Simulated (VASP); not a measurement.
Wanted: the native input for a VASP 6.6.1 run.

```yaml
Task: relaxation of cell and atoms
Functional: PBEsol
Potentials_or_basis: VASP PAW PBE potentials, release 64 (Sb)
Cutoff: 600 eV
k_mesh: 14 × 14 × 14
Occupations: gaussian, width 0.1 eV
Spin: no spin polarisation
Further_INCAR_settings: ALGO = Normal; EDIFF = 1e-07; IBRION = 2; EDIFFG = -0.005; NSW = 90; ISIF = 3
```

The structure of Sb lies in POSCAR:

```
Sb
1.0
    3.0833436100      0.0000000000      0.0000000000
    0.0000000000      3.0833436100      0.0000000000
    0.0000000000      0.0000000000      3.0833436100
Sb
1
Direct
    0.0000000000      0.0000000000      0.0000000000
```

This isn't the form of Sb at room conditions, which is rhombohedral.

The input as run:

INCAR

```
ALGO = Normal ; EDIFF = 1E-7
EDIFFG = -0.005 ; ENCUT = 600
GGA = PS ; IBRION = 2
ISIF = 3 ; ISMEAR = 0
LASPH = T ; LCHARG = F
LREAL = F ; LWAVE = F
NELM = 60 ; NSW = 90
PREC = Accurate ; SIGMA = 0.1
```

KPOINTS

```
k-points
0
Gamma
  14 14 14
```

Potentials or basis: VASP PAW PBE potentials, release 64 (Sb).

Command:

```bash
$ cat potpaw_PBE.64/Sb/POTCAR > POTCAR
$ mpirun -np 1 vasp_std > vasp.out
```

Results of the run:

| Item | Value |
| --- | --- |
| Relaxed volume | 28.75 Å³/atom |
| Relaxed cell | a = 3.063 Å, b = 3.063 Å, c = 3.063 Å, α = 90.00°, β = 90.00°, γ = 90.00° |
| Space group after relaxing (to 0.05 Å) | Pm-3m (No. 221) |
| Energy gained by relaxing | 2.1 meV/atom |
| Ionic steps | 3 |
| Pressure after relaxing | 0.0 GPa |
| Band gap on the k mesh | none (metal or under the smearing width) |

Caveat: the PAW data sets were made with another functional, which shifts forces and pressure a little.

Run time: 29 s on 1 thread of Intel(R) Xeon(R) Platinum 8488C (Sapphire Rapids) (shared host), peak memory 0.18 GiB.
